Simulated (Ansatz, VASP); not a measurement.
# One calculation of CaSe, two programs

```
CELL_PARAMETERS angstrom
0.00000 3.30000 3.30000
3.30000 0.00000 3.30000
3.30000 3.30000 0.00000
ATOMIC_POSITIONS crystal
Ca 0.00000 0.00000 0.00000
Se 0.75000 0.75000 0.75000
```

The cell comes from a database or a generator and needn't be the stable form of this composition.

Alike in both runs: task single point; functional PBEsol; k mesh 8 × 8 × 8; occupations gaussian, width 0.05 eV; no spin polarisation.

|  | VASP | Ansatz |
| --- | --- | --- |
| version | VASP 6.6.1 | Ansatz 0.2.0 |
| potentials or method | VASP PAW PBE potentials, release 64 (Ca_sv, Se) | scalar-relativistic, plane waves, PAW |
| plane-wave cutoff (eV) | 520 | 420 |
| valence electrons in the cell | 16 | 26 |

|  | VASP | Ansatz | Ansatz less VASP |
| --- | --- | --- | --- |
| gap on the k mesh at the Fermi level (eV) | 3.00 | 3.00 | 0.000 |
| least direct gap on the mesh (eV) | 3.09 | 3.09 | -0.002 |
| pressure (GPa) | -1.3 | -1.4 | -0.10 |

The two sets of potentials don't hold the same shells in valence.

Caveats: the PAW data sets were made with another functional, which shifts forces and pressure a little (VASP). A k mesh can miss the band edges.
